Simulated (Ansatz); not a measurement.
Write the native input for Ansatz 0.2.0 that does the following.

| Quantity | Value |
| --- | --- |
| Task | single point |
| Functional | revPBE |
| Dispersion | D4 |
| Potentials or basis | PseudoDojo standard (LDA files) |
| Cutoff | 1143 eV |
| Density cutoff | 4572 eV |
| k mesh | 7 × 7 × 7 |
| Occupations | methfessel-paxton, width 0.1 eV |
| Spin | no spin polarisation |

The system is MgS (Niningerite).

```
S Mg
1.0
     0.06241    2.57773    2.60848
     2.65787    0.06122    2.60966
     2.69372    2.61476    0.02538
S Mg
1 1
Direct
  0.50000 0.50000 0.50000
  0.00000 0.00000 0.00000
```

The cell isn't the ideal one: cell strained at random at fixed volume.

One way to write it, as run:

input.yaml

```yaml
crystal:
  lattice:
    - [0.062408, 2.577732, 2.608476]
    - [2.657872, 0.061224, 2.609659]
    - [2.693718, 2.614761, 0.025378]
  atoms:
    - { symbol: S, position: [0.5, 0.5, 0.5] }
    - { symbol: Mg, position: [0.0, 0.0, 0.0] }
hamiltonian:
  xc: revpbe
  pseudopotentials: { kind: nc, accuracy: standard, xc_functional: lda }
  dispersion: d4
kpoints:
  mp_grid: { grid: [7, 7, 7] }
scf:
  occupations: { method: methfessel_paxton, width: 0.1 }
output:
  forces: true
  stress: true
  eigenvalues: true
```

Potentials or basis: PseudoDojo standard (LDA files).

Command:

```bash
$ ansatz run input.yaml --threads 1 --pin off --max-ram 2560MiB --backend cpu --events-out ev --progress --plain --runs-dir out
```

It gave:

The pressure is -2.8 GPa. The band gap on the k mesh is 2.98 eV, indirect (least direct gap 3.67 eV).

Caveat: the potentials were made for another functional, which shifts forces and pressure; odd divisions of the mesh miss points on the zone boundary, where band edges often lie, so the gap on the mesh can be too wide.

Run time: 14 s on 1 thread of Arm Neoverse V1 (shared host), peak memory 0.5 GiB.
